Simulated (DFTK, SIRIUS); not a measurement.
Given: the input of a run of DFTK 0.8.2 on Ni. 

Contents of run.jl:

```julia
using DFTK
using PseudoPotentialData
using Unitful, UnitfulAtomic
using LinearAlgebra, Printf
include("save.jl")
disable_threading()

# lattice vectors are the columns
lattice = austrip(1u"Å") * [           0.0    1.737572933    1.737572933;
              1.737572933            0.0    1.737572933;
              1.737572933    1.737572933            0.0]
symbols   = [:Ni]
positions = [[0.0, 0.0, 0.0]]
pseudopotentials = PseudoFamily("dojo.nc.sr.pbesol.v0_4_1.standard.upf")
elements = Dict(s => ElementPsp(s, pseudopotentials) for s in unique(symbols))
atoms    = [elements[s] for s in symbols]
magnetic_moments = [1.0]

build_model(lattice, positions; symmetries=true) =
    model_DFT(lattice, atoms, positions;
              functionals=PBEsol(),
              magnetic_moments,
              spin_polarization=:collinear,
              temperature=austrip(0.05u"eV"),
              smearing=Smearing.FermiDirac(),
              symmetries)
Ecut  = 49.0  # hartree
kgrid = [13, 13, 13]
tol   = 1e-6
to_GPa = ustrip(uconvert(u"GPa", 1u"hartree/bohr^3"))

model = build_model(lattice, positions)
basis = PlaneWaveBasis(model; Ecut, kgrid)
display(basis)
scfres = self_consistent_field(basis;
                               tol,
                               ρ=guess_density(basis, magnetic_moments),
                               nbandsalg=AdaptiveBands(model; n_bands_converge=14))
display(scfres.energies)
@printf "Fermi level: %.6f eV\n" ustrip(auconvert(u"eV", something(scfres.εF, NaN)))
forces = compute_forces_cart(scfres)
println("Forces (eV/Å)")
for (s, f) in zip(symbols, forces)
    @printf "%-3s %12.6f %12.6f %12.6f\n" s ustrip.(auconvert.(u"eV/Å", f))...
end
stress = compute_stresses_cart(scfres)
println("Stress (GPa)")
display(round.(stress * to_GPa; digits=4))
@printf "Total moment: %.4f μB\n" sum(spin_density(scfres.ρ)) * scfres.basis.dvol
println("Levels at the first k-point (eV): ", round.(ustrip.(auconvert.(u"eV", scfres.eigenvalues[1][1:scfres.n_bands_converge])); digits=4))
save_scf!(scfres; forces, stress)
```

Potentials or basis: dojo.nc.sr.pbesol.v0_4_1.standard.upf (PBEsol).

Command:

```bash
$ julia --threads=1 run.jl  # save.jl only writes the numbers to a file and isn't shown; printed stress counts tension as positive; times include loading and compiling
```

Problem. Translate it to SIRIUS 7.12.0. Potentials or basis there: PseudoDojo 0.4.1 PBEsol standard (scalar relativistic), cutoff 1333 eV.

Solution. As run (cutoffs and basis follow the program's own potentials, and thresholds, step limits or extra output files can differ):

sirius.json

```json
{
  "control": {
    "processing_unit": "cpu",
    "verbosity": 2,
    "num_bands_to_print": 16,
    "print_forces": true,
    "print_stress": true
  },
  "parameters": {
    "electronic_structure_method": "pseudopotential",
    "xc_functionals": ["XC_GGA_X_PBE_SOL", "XC_GGA_C_PBE_SOL"],
    "gk_cutoff": 9.9,
    "pw_cutoff": 19.8,
    "ngridk": [13, 13, 13],
    "shiftk": [0, 0, 0],
    "smearing": "fermi_dirac",
    "smearing_width": 0.0018374661,
    "num_bands": 16,
    "num_mag_dims": 1,
    "num_dft_iter": 100,
    "energy_tol": 1e-08,
    "density_tol": 1e-06
  },
  "iterative_solver": {
    "type": "davidson",
    "min_tolerance": 1e-10
  },
  "mixer": {
    "type": "anderson",
    "beta": 0.5,
    "max_history": 8
  },
  "settings": {
    "tol_ne": 1e-10,
    "pseudo_grid_cutoff": 6.5,
    "smooth_initial_mag": true
  },
  "unit_cell": {
    "lattice_vectors": [
      [0.0, 3.283536964933, 3.283536964933],
      [3.283536964933, 0.0, 3.283536964933],
      [3.283536964933, 3.283536964933, 0.0]
    ],
    "atom_coordinate_units": "lattice",
    "atom_types": ["Ni"],
    "atom_files": {
      "Ni": "Ni.json"
    },
    "atoms": {
      "Ni": [
        [0.0, 0.0, 0.0, 0.0, 0.0, 1.0]
      ]
    }
  }
}
```

Potentials or basis: PseudoDojo 0.4.1 PBEsol standard (scalar relativistic).

Run with:

```bash
$ upf_to_json Ni.upf
$ OMP_NUM_THREADS=1 sirius.scf --input=sirius.json --output=out.json --task=0
```

Both were run:

|  | DFTK | SIRIUS |
| --- | --- | --- |
| Pressure | -2.4 GPa | -2.4 GPa |
| Net moment | 0.63 μB per cell | 0.63 μB per cell |
| Absolute moment | 0.71 μB per cell | 0.71 μB per cell |

The magnetic state is the one that the start led to; the real crystal's order can differ.

Pressure is positive in compression.
